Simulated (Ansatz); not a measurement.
# SrTe: response to strain

The parent structure is SrTe in the rock salt structure (space group Fm-3m, No. 225; a = 6.607 Å). Axes: x, y, z lie along the cube axes.

Strains are applied to the cell and any free atomic positions relax; under biaxial strain the out-of-plane vector relaxes too.

Level of theory: PBEsol/PAW in Ansatz (a quantum-chemistry and plane-wave program), no spin-orbit coupling.

```csv
variant,gap character,out-of-plane strain,shortest interatomic distance,band gap
base,–,–,3.303 Å,1.57 eV
"biaxial strain −3.00 %, plane normal [001], relaxed out of plane","indirect, Γ → X",+0.72 %,3.204 Å,1.39 eV
"biaxial strain −2.50 %, plane normal [001], relaxed out of plane","indirect, Γ → X",+0.60 %,3.221 Å,1.42 eV
"biaxial strain −1.50 %, plane normal [001], relaxed out of plane","indirect, Γ → X",+0.36 %,[?],1.48 eV
"biaxial strain −1.00 %, plane normal [001], relaxed out of plane","indirect, Γ → X",+0.24 %,3.270 Å,1.51 eV
"biaxial strain −0.50 %, plane normal [001], relaxed out of plane","indirect, Γ → X",+0.12 %,3.287 Å,[?]
"biaxial strain +1.00 %, plane normal [001], relaxed out of plane","indirect, Γ → M",-0.24 %,3.295 Å,1.60 eV
"biaxial strain +1.50 %, plane normal [001], relaxed out of plane","indirect, Γ → M",-0.36 %,3.291 Å,1.62 eV
"biaxial strain +2.50 %, plane normal [001], relaxed out of plane","indirect, Γ → M",-0.60 %,[?],1.66 eV
"biaxial strain +3.00 %, plane normal [001], relaxed out of plane","indirect, Γ → M",-0.72 %,3.280 Å,[?]
```

Question: Some entries are withheld; estimate them.

Answer: 
- biaxial strain −1.50 %, plane normal [001], relaxed out of plane, shortest interatomic distance: 3.254 Å
- biaxial strain −0.50 %, plane normal [001], relaxed out of plane, band gap: 1.54 eV
- biaxial strain +2.50 %, plane normal [001], relaxed out of plane, shortest interatomic distance: 3.283 Å
- biaxial strain +3.00 %, plane normal [001], relaxed out of plane, band gap: 1.67 eV

Spin-orbit coupling, missing from the scalar runs, can matter with Te. Whether these cells are dynamically stable was not tested. Labels are those of the standard path for the cell's own space group.
